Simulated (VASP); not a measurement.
SiC (Moissanite 3C):

```
Si C
1.0
     0.00000    4.35800    4.35800
     4.35800    0.00000    4.35800
     4.35800    4.35800    0.00000
Si C
8 8
Cartesian
  0.0000 0.0000 0.0000
  2.1790 2.1790 0.0000
  2.1790 0.0000 2.1790
  4.3580 2.1790 2.1790
  0.0000 2.1790 2.1790
  2.1790 4.3580 2.1790
  2.1790 2.1790 4.3580
  4.3580 4.3580 4.3580
  1.0895 1.0895 1.0895
  3.2685 3.2685 1.0895
  3.2685 1.0895 3.2685
  5.4475 3.2685 3.2685
  1.0895 3.2685 3.2685
  3.2685 5.4475 3.2685
  3.2685 3.2685 5.4475
  5.4475 5.4475 5.4475
```

| Quantity | Value |
| --- | --- |
| Program | VASP 6.6.1 |
| Task | phonon dispersion |
| Functional | LDA |
| Potentials or basis | VASP PAW LDA potentials, release 64 (Si, C) |
| Cutoff | 520 eV |
| k mesh | 3 × 3 × 3 |
| Occupations | gaussian, width 0.03 eV |
| Spin | no spin polarisation |
| Long-range dipole term | yes |
| Supercell matrix | [2, 0, 0, 0, 2, 0, 0, 0, 2] |
| Further INCAR settings | LREAL = Auto; ALGO = Normal; EDIFF = 1e-07; IBRION = 6; POTIM = 0.015; NSW = 1 |

Task: Is this structure dynamically stable at this level, and how far does the spectrum reach?

Result: Yes, as far as this q mesh shows: no mode on the path is imaginary. The highest frequency is 946 cm⁻¹.

Phonon frequencies at the corners of the path (cm⁻¹, interpolated; i marks imaginary ones):
```csv
point,frequencies
Γ,0 0 0 775 775 946
X,359 359 624 734 734 798
W,385 461 540 737 745 772
K,332 458 564 734 742 782
L,249 249 603 742 742 812
U,332 458 564 734 742 782
```

A q mesh this small can miss soft modes between its points.

Caveat: the k mesh is coarse (spacing up to 0.42 Å⁻¹), so the values aren't converged.
